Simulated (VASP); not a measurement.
A run of VASP 6.6.1 is set up as follows.

Contents of INCAR:

```
SYSTEM = ZrB
ALGO = Fast
EDIFF = 1E-6
ENCUT = 520
GGA = PE
ISIF = 2
ISMEAR = 0
LASPH = .True.
LCHARG = .False.
LREAL = .False.
LWAVE = .False.
NBANDS = 23
NELM = 100
PREC = Accurate
SIGMA = 0.1
```

File KPOINTS:

```
k-points
0
Gamma
  12 12 10
  0 0 0
```

File POSCAR:

```
ZrB
1.0
    2.4520505267      2.4520505267      0.0000000000
   -2.4520505267      2.4520505267      0.0000000000
    0.0000000000      0.0000000000      5.1983471167
Zr B
2 2
Direct
    0.0000000000      0.0000000000      0.0000000000
    0.5000000000      0.5000000000      0.5000000000
    0.5000000000      0.5000000000      0.0000000000
    0.0000000000      0.0000000000      0.5000000000
```

Potentials or basis: VASP PAW PBE potentials, release 64 (Zr_sv, B).

The run is started by

```bash
$ cat potpaw_PBE.64/Zr_sv/POTCAR potpaw_PBE.64/B/POTCAR > POTCAR
$ mpirun -np 1 vasp_std > vasp.out
```

Estimate the pressure.

-7.4 GPa.

Predict the band gap on the k mesh.

none (metal or under the smearing width).

Stress tensor (GPa, compression positive):
```
 -3.04   0.00   0.00
  0.00  -3.04   0.00
  0.00   0.00 -16.24
```
